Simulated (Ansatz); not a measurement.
YN (Fm-3m): elasticity against pressure

```
CELL_PARAMETERS angstrom
0.00000 2.42798 2.42798
2.42798 0.00000 2.42798
2.42798 2.42798 0.00000
ATOMIC_POSITIONS crystal
Y 0.00000 0.00000 0.00000
N 0.50000 0.50000 0.50000
```

This is the zero-pressure cell. At each pressure cell and atoms are relaxed in this structure, and the constants are slopes of the stress at strains of ±0.005 with relaxed ions (the coefficients that govern stability under load). Level: PBEsol, PAW on Ansatz 0.2.0's default frozen-core files (fitted under PBE), scalar-relativistic; k mesh 16×16×16, strains of ±0.005, Fermi-Dirac smearing of 0.100 eV, cutoff 420 eV. P is the pressure of the relaxed cell, less that of this one.

```
P (GPa)    V/V₀  C11 (GPa)  C12 (GPa)  C44 (GPa)
   0.00  1.0000      347.6       83.1      125.8
   0.98  0.9944      357.0       84.5      126.1
   2.00  0.9887      366.8       86.0      126.4
   4.00       ?          ?          ?          ?
   7.00  0.9629      413.8       93.2      127.5
  10.00  0.9490      441.3       97.4      127.9
  15.00  0.9278      486.1      104.2      128.3
```

Question: Does the bulk modulus from the constants agree with the pressure-volume curve?

Answer: A third-order Birch-Murnaghan fit to the volumes shown (F against f, f = [(V₀/V)^(2/3) − 1]/2) gives B₀ = 171.3 GPa and B′ = 4.2. Its −V dP/dV stands beside (C11 + 2C12)/3:

```csv
P (GPa),from P(V),from the constants
0.00,171.3,171.3
0.98,175.3,175.4
2.00,179.6,179.6
7.00,199.9,200.0
10.00,211.9,212.0
15.00,231.7,231.5
```

Question: What are the pressure derivatives at zero pressure?

Answer: Slopes at V₀ of quadratic fits in −ln(V/V₀) through the first four rows shown, divided by B₀: dC11/dP = 9.7, dC12/dP = 1.5, dC44/dP = 0.3. The mean slopes up to 2.0 GPa are 9.6, 1.5, 0.3; curvature and scatter of the constants part the two. The combination (dC11/dP + 2 dC12/dP)/3 = 4.2 stands against B′.

Question: Fill the row at 4.00 GPa.

Answer: Cubic fits in −ln(V/V₀) through all rows shown give C11 = 385.7, C12 = 88.9, C44 = 126.9 GPa. Computed: V/V₀ = 0.9779, C11 (GPa) = 385.8, C12 (GPa) = 88.9, C44 (GPa) = 126.9.

Question: Does a shear stiffness soften?

Answer: C44 goes from 125.8 to 128.3 GPa; (C11 − C12)/2 goes from 132.2 to 190.9 GPa. Neither ends more than 3 % under its start, and the lattice stays mechanically stable over this range.

Caveats: no other phase was computed; many crystals of this kind change structure within this range, and rows or crossings beyond such a change describe a metastable lattice; frozen-core PAW files fitted under PBE, their cores solved anew for the functional of the run; the gap is closed or tiny at this level, so small that the run used smearing; responses move with mesh and smearing; phonons weren't checked at these pressures.
